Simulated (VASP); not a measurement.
## Cl: evGW0 quasiparticle levels with PBE

Cl:

```
CELL_PARAMETERS angstrom
3.14500 -2.25000 0.00000
3.14500 2.25000 0.00000
0.00000 0.00000 8.21000
ATOMIC_POSITIONS crystal
Cl 0.37000 0.63000 0.40000
Cl 0.13000 0.87000 0.90000
Cl 0.63000 0.37000 0.60000
Cl 0.87000 0.13000 0.10000
```

| Item | Value |
| --- | --- |
| Program | VASP 6.6.1 |
| Task | evGW0 quasiparticle levels |
| Functional | PBE |
| Potentials or basis | VASP PAW PBE potentials, release 64 (Cl_GW) |
| Cutoff | 500 eV |
| k mesh | 4 × 4 × 2 |
| Occupations | gaussian, width 0.01 eV |
| Spin | no spin polarisation |
| Ladder | free |
| GW scheme | evGW0 |
| GW iterations | 4 |
| Cutoff of the response function | 120 |
| Frequency points | 50 |
| Empty bands | 346 |
| Further INCAR settings | ALGO = EVGW0; EDIFF = 1e-08; NBANDS = 360 |

| Quantity | Value |
| --- | --- |
| Band gap on the k mesh, mean-field level | 2.49 eV, indirect (least direct gap 2.55 eV) |
| Quasiparticle gap | 6.08 eV |
| Least direct quasiparticle gap | 6.22 eV |

Levels at points of the mesh, in eV from the valence-band top:
| k point | band 12 | band 13 | band 14 | band 15 | band 16 | band 17 |
| --- | --- | --- | --- | --- | --- | --- |
| (0.00, 0.00, 0.00) | -0.40 | -0.15 | -0.06 | 2.49 | 3.06 | 6.93 |
| (0.50, 0.00, 0.00) | -0.50 | -0.15 | -0.15 | 2.88 | 2.88 | 8.31 |
| (0.50, 0.50, 0.00) | -0.89 | -0.36 | 0.00 | 2.57 | 2.76 | 8.59 |
| (0.00, 0.00, 0.50) | -0.64 | -0.10 | -0.10 | 2.69 | 2.69 | 7.48 |
| (0.50, 0.00, 0.50) | -0.43 | 0.00 | 0.00 | 2.77 | 2.77 | 8.53 |
| (0.50, 0.50, 0.50) | -0.70 | -0.46 | -0.46 | 2.60 | 2.60 | 8.95 |

Quasiparticle gap after each update of the energies (eV): 5.41, 5.95, 6.06, 6.08

It took 28 min on 4 MPI ranks on Intel(R) Xeon(R) Platinum 8488C (Sapphire Rapids), on a shared host, peak memory 2.8 GiB a rank.

Caveat: the k mesh is coarse (spacing up to 0.43 Å⁻¹), so the values aren't converged; bands, screening cutoff and mesh are small and nothing is extrapolated, so the quasiparticle values aren't converged. A k mesh can miss the band edges.
